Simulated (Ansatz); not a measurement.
The cell is a database entry far from equilibrium at this level of theory, probably a faulty or high-pressure entry; it serves as a test geometry alone.

NaCl: DFT, PBEsol, PAW with Ansatz's default frozen-core files, scalar-relativistic (Ansatz 0.2.0). What sets it apart from a plain run of this crystal: functional pbesol.

```yaml
crystal:
  lattice:
    - [2.86, 0.0, 0.0]
    - [0.0, 2.86, 0.0]
    - [0.0, 0.0, 2.86]
  atoms:
    - { symbol: Na, position: [0.0, 0.0, 0.0] }
    - { symbol: Cl, position: [0.5, 0.5, 0.5] }
kpoints:
  mp_grid: { grid: [8, 8, 8] }
  band_path:
    path:
      - [0.0, 0.0, 0.0]
      - [0.0, 0.5, 0.0]
      - [0.5, 0.5, 0.0]
      - [0.0, 0.0, 0.0]
      - [0.5, 0.5, 0.5]
      - [0.0, 0.5, 0.0]
      - [0.5, 0.5, 0.5]
      - [0.5, 0.5, 0.0]
    npoints: 5
scf:
  occupations: { method: fermi_dirac, width: 0.02 }
hamiltonian:
  xc: pbesol
  pseudopotentials: { kind: paw }
output:
  forces: true
  stress: true
  eigenvalues: true
  efg: { contact_densities: true }
```

Output (standing set-up lines are left out):

```
Functional definition: PBEsol
  exchange = pbesol_x
  correlation = pbesol_c
PAW frozen core: Na, regenerated for the run's functional, and the local potential with it (the file was generated under x = pbe(κ = 0.804, μ = 0.2195149727645171), c = pbe(β = 0.06672455060314922))
PAW frozen core: Cl, regenerated for the run's functional, and the local potential with it (the file was generated under x = pbe(κ = 0.804, μ = 0.2195149727645171), c = pbe(β = 0.06672455060314922))
Functional: x = pbesol(κ = 0.804, μ = 0.12345679012345678), c = pbesol(β = 0.046)
SCF iter   1: F=—  HF=-2538.094948 eV  |F-HF|=—  |Δ(HF+E_count)|=         —  Δρ=5.76e-3  dr2=5.94e-3  ethr=1.77e-3  ⟨swp⟩=6.4  Hψ=2622  notcnv=0
preconditioner: auto → none  [insulator: Δε(μ)=4.084 eV  Ē_g=23.345 eV  σ=0.020 eV  W_gap=1.00  n_scr=6 (ndim 8)  ℏωp=28.7 eV  f_vac=0.000  D(μ)=0.00/eV (n_scr^D=0)  ε∞_Penn≈2.5]
SCF iter   2: F=—  HF=-2538.091695 eV  |F-HF|=—  |Δ(HF+E_count)|=   3.25e-3  Δρ=2.16e-3  dr2=8.31e-4  ethr=3.71e-5  ⟨swp⟩=3.0  Hψ=1115  notcnv=0
SCF iter   3: F=—  HF=-2538.091588 eV  |F-HF|=—  |Δ(HF+E_count)|=   1.07e-4  Δρ=5.20e-4  dr2=3.73e-5  ethr=5.19e-6  ⟨swp⟩=2.0  Hψ=819  notcnv=0
SCF iter   4: F=—  HF=-2538.091521 eV  |F-HF|=—  |Δ(HF+E_count)|=   6.78e-5  Δρ=2.49e-4  dr2=1.69e-5  ethr=2.33e-7  ⟨swp⟩=2.0  Hψ=665  notcnv=0
SCF iter   5: F=—  HF=-2538.091517 eV  |F-HF|=—  |Δ(HF+E_count)|=   3.70e-6  Δρ=1.47e-4  dr2=5.06e-6  ethr=1.05e-7  ⟨swp⟩=1.2  Hψ=446  notcnv=0
SCF iter   6: F=—  HF=-2538.091515 eV  |F-HF|=—  |Δ(HF+E_count)|=   1.91e-6  Δρ=2.68e-5  dr2=1.68e-7  ethr=3.16e-8  ⟨swp⟩=2.3  Hψ=587  notcnv=0
SCF iter   7: F=-2538.091515 eV  HF=-2538.091515 eV  |F-HF|=1.29e-9  |Δ(HF+E_count)|=   5.83e-8  Δρ=2.81e-6  dr2=2.07e-9  ethr=6.25e-10  ⟨swp⟩=4.1  Hψ=1313  notcnv=0
SCF 1 converged in 7 iterations: F = -2538.091515 eV  dr2 = 2.07e-9
  greatest PAW one-centre occupation: 1.000 electrons in one spin orbital (limit 2), on the Na atom at site 0 (counted from 0), in its partial waves of l = 0
NSCF: frozen V_eff on 36 k-points
SCF converged after 7 iterations
Free energy (F): -2538.091515 eV
Harris-Foulkes:  -2538.091515 eV  (|F-HF|=1.29e-9)
Internal energy: -2538.091515 eV  (E = F + TS)
E sigma→0 (E₀):  -2538.091515 eV
Fermi energy:    12.342193 eV
--- Per-component energies (eV) ---
  E_band       = -123.908016
  E_kinetic    = 294.915758
  E_local      = -1151.973021  (includes V_loc(G=0)·N_el)
  E_nonlocal   = 146.787412
  E_hartree    = 400.310202
  E_xc         = -149.997433
  E_vxc        = -178.576928  (∫ρ·V_xc dr)
  E_paw        = -895.350368  (= ΣΔE_a)
  E_vpaw       = -35.682337  (= ΣTr[D̂ρ^β])
  E_aug_tail   = 0.000102  (compensation charges beyond the density's cutoff)
  E_ewald      = -1182.917293
  E_core_change = 0.133126  (= ΣΔE_core)
  E_smearing   = -0.000000  (= −TS)
  E_closure    = 0.000000  (closes the sum)
  Σ components = -2538.091515   (vs F -2538.091515, Δ=0.00e0)
--- Forces (eV/Å), atoms counted from 1 ---
  atom   1  Na    -0.00000000     0.00000000     0.00000000
  atom   2  Cl     0.00000000    -0.00000000     0.00000000
  max |Σ_I F_I| component: 1.25e-30 eV/Å
--- Stress (GPa, compression-positive) ---
       59.426098       0.000000       0.000000
       -0.000000      59.426098       0.000000
        0.000000       0.000000      59.426098
  P = ⅓ Tr σ = 59.4261 GPa (594.261 kbar)
--- PAW observables at the nuclei: V_zz in 10²¹ V/m², potentials from the cell's mean, atoms counted from 1 ---
  atom   1  Na V_zz =    +0.000000   η = 0.0000   by run symmetry: forbidden
            electrostatic potential = -982.838636 V   contact ρ = 5877.453483 e/Å³
  atom   2  Cl V_zz =    -0.000000   η = 0.0000   by run symmetry: forbidden
            electrostatic potential = -1780.685069 V   contact ρ = 24015.265476 e/Å³
--- Band table (eV; the first three rows and the last of 35) ---
  k-point 0: bands = ["-40.3156", "-12.3375", "-12.3375", "-12.3375", "-6.7083", "8.9889", "8.9889", "8.9889", "16.6442", "16.6442", "17.4652", "27.2584"]
  k-point 1: bands = ["-40.3119", "-12.4092", "-12.3320", "-12.3320", "-6.5013", "7.7985", "9.0537", "9.0537", "16.8865", "17.3013", "18.6132", "26.1771"]
  k-point 2: bands = ["-40.3028", "-12.5733", "-12.3186", "-12.3186", "-5.9636", "5.6859", "9.2176", "9.2176", "17.5832", "18.0351", "21.5501", "24.3901"]
  k-point 34: bands = ["-40.2445", "-12.5254", "-12.5254", "-12.5254", "-3.0711", "5.4307", "5.4307", "5.4307", "16.3234", "16.3234", "16.3234", "27.2584"]
```
